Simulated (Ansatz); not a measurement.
**Structure types of Ti compared at 350 GPa**

Structure types of Ti are relaxed in primitive cells with their symmetry kept at 350 GPa, first on PAW files, then by LAPW. The enthalpy is E + pV at zero temperature, without zero-point motion. Only the types listed were tried, and differences under about 5 meV/atom are mesh noise. The real phase may be another.

All numbers are PBE results (scalar-relativistic) from Ansatz 0.2.0, with Fermi–Dirac smearing of 0.05 eV, no spin polarisation. Methods: LAPW: all electrons, basis error target 0.5 meV/atom; PAW: frozen-core files, cutoff 420 eV.

k meshes: fcc 21×21×21, bcc 22×22×22, hcp 20×20×11, sc 19×19×19, omega 11×11×15, diamond 16×16×16.

Q: Which type is lowest in enthalpy, and by how much?

A: bcc, 400 meV/atom below omega. The whole table:

| start type | ends as | a, b, c (Å) | V (Å³/atom) | H − H(lowest), LAPW (meV/atom) | same, PAW |
| --- | --- | --- | --- | --- | --- |
| fcc | fcc, Fm-3m | 3.081, 3.081, 3.081 | 7.31 | 449.5 | 451.4 |
| bcc | bcc, Im-3m | 2.424, 2.424, 2.424 | 7.12 | 0.0 | 0.0 |
| hcp | hcp, P6_3/mmc | 2.067, 2.067, 3.958 | 7.32 | 403.8 | 405.9 |
| sc | sc, Pm-3m | 1.964, 1.964, 1.964 | 7.57 | 1331.4 | 1334.7 |
| omega | omega, P6/mmm | 3.615, 3.615, 1.924 | 7.26 | 400.5 | 400.2 |
| diamond | diamond, Fd-3m | 4.020, 4.020, 4.020 | 8.12 | 3876.2 | 3841.7 |

Q: Split the lead of bcc over omega into energy and pV.

A: For omega less bcc: ΔE = +94.2 meV/atom, and p·ΔV = 350 GPa × +0.1402 Å³ × 6.242 meV/(GPa·Å³) = +306.2 meV/atom, together 400.4 meV/atom. bcc wins on both counts.
